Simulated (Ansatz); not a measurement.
# CdS: the cost of one run

Computed with the Python package of Ansatz 0.2.0. Level of theory: DFT PBEsol, all-electron LAPW.

**1. The structure**

The structure is trigonal, space group P3m1 (No. 156). The conventional cell has a = 4.261 Å, b = 4.261 Å, c = 5.804 Å, α = 90.00°, β = 90.00°, γ = 120.00°. Cd (site symmetry 3m) is surrounded by 3 S at 2.46 Å. S (site symmetry 3m) has 3 Cd at 2.46 Å as nearest neighbours.

The script holds or builds the structure itself.

**2. Script**

cds.py

```python
"""All-electron equation of state of CdS."""

import warnings

import ansatz as az
from ase.eos import EquationOfState
from ase.units import GPa
import numpy as np

VECTORS = np.array([
    [4.26117, 0.0, 0.0],
    [-2.130585, 3.690281, 0.0],
    [0.0, 0.0, 5.804173],
])
SITES = [
    ("Cd", [0.0, 0.0, 0.442692]),
    ("S", [2 / 3, 1 / 3, 0.434308]),
]


def make_crystal(cell):
    crystal = az.Crystal(lattice=az.Lattice.of(cell))
    for symbol, position in SITES:
        crystal = crystal.atom(symbol, position)
    return crystal

warnings.simplefilter("ignore", az.DeckWarning)

volumes, energies = [], []
for scale in np.linspace(0.92, 1.08, 5):
    cell = VECTORS * scale ** (1 / 3)
    setup = (
        make_crystal(cell).calculation()
        .functional(az.Functional.PBESOL)
        .occupations("fixed")
        .kpoints(6, 6, 4)
        .pseudopotentials("all_electron", lapw=True)
    )
    rep = setup.run().report
    volumes.append(abs(np.linalg.det(cell)) / len(SITES))
    energies.append(rep["free_energy_ev"] / len(SITES))
    print(f"{scale:.3f} {volumes[-1]:9.4f} A^3/atom {energies[-1]:16.5f} eV/atom  (estimated basis error {1000 * rep['lapw_basis_errors']['total_ev_per_atom']:.2f} meV/atom)")
v0, e0, bulk = EquationOfState(volumes, energies, eos="birchmurnaghan").fit()
print(f"V0 = {v0:.4f} A^3/atom, B0 = {bulk / GPa:.1f} GPa")
```

**3. What the engine is handed**

The engine receives this input (first run):

```yaml
crystal:
  lattice:
    - [4.144366328619003, 0.0, 0.0]
    - [-2.0721831643095014, 3.589126066207746, 0.0]
    - [0.0, 0.0, 5.645073805241176]
  atoms:
    - { symbol: Cd, position: [0.0, 0.0, 0.442692] }
    - { symbol: S, position: [0.6666666666666666, 0.3333333333333333, 0.434308] }
kpoints:
  mp_grid:
    grid: [6, 6, 4]
hamiltonian:
  xc: pbesol
  pseudopotentials:
    kind: all_electron
    lapw: {}
scf:
  occupations:
    method: fixed
```

**4. Launch**

On the command line:

```
$ python cds.py
```

What time and memory should one allow on 1 thread of Intel Xeon at 2.60GHz (Ice Lake), shared host?

About 1.9 min, with a peak of 0.46 GiB.
